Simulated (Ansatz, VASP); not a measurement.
Rh in VASP and in Ansatz

File INCAR:

```
PREC = Accurate ; ENCUT = 520
EDIFF = 1E-6 ; ISMEAR = -1
SIGMA = 0.08 ; LREAL = F
LASPH = T ; NELM = 80
ALGO = Normal ; ISIF = 2
LWAVE = F ; LCHARG = F
GGA = PE ; NBANDS = 30
```

KPOINTS

```
regular mesh
0
Gamma
  8 8 11
```

POSCAR

```
Rh
1.0
    3.8352430472      0.0000000000      0.0000000000
   -1.9176215236      3.3214179085      0.0000000000
    0.0000000000      0.0000000000      2.3148270725
Rh
3
Direct
    0.0000000000      0.0000000000      0.0000000000
    0.3333333333      0.6666666667      0.5000000000
    0.6666666667      0.3333333333      0.5000000000
```

Input for Ansatz:

```yaml
crystal:
  lattice:
    - [3.8352430472, 0.0, 0.0]
    - [-1.9176215236, 3.3214179085, 0.0]
    - [0.0, 0.0, 2.3148270725]
  atoms:
    - { symbol: Rh, position: [0.0, 0.0, 0.0] }
    - { symbol: Rh, position: [0.3333333333, 0.6666666667, 0.5] }
    - { symbol: Rh, position: [0.6666666667, 0.3333333333, 0.5] }
kpoints:
  mp_grid: { grid: [8, 8, 11] }
scf:
  occupations: { method: fermi_dirac, width: 0.08 }
hamiltonian:
  xc: pbe
  pseudopotentials: { kind: all_electron, lapw: { basis_error: 0.001 } }
output:
  forces: true
  stress: true
  eigenvalues: true
  populations: true
```

Change from the starting cell: volume scaled by 0.68, LAPW.

Alike in both runs: task single point; functional PBE; k mesh 8 × 8 × 11; occupations fermi-dirac, width 0.08 eV; no spin polarisation.

|  | VASP | Ansatz |
| --- | --- | --- |
| version | VASP 6.6.1 | Ansatz 0.2.0 |
| potentials or method | VASP PAW PBE potentials, release 64 (Rh_pv) | all-electron LAPW, scalar-relativistic |
| plane-wave cutoff (eV) | 520 | see its input |

Ansatz gave:

```
pressure (GPa)                                  : 240.4
largest component of the traceless stress (GPa) : 0.03
```

Task: Which values does VASP return?

Result: Pressure (GPa): 242.3; largest component of the traceless stress (GPa): 0.24.

Ansatz ran all-electron here, so the differences hold the error of VASP's frozen core and of both bases.

Caveats: the cell as given lies far from equilibrium; so large a pressure means that the cell lies far from this level's equilibrium, or that cutoff or potentials fall short (VASP).
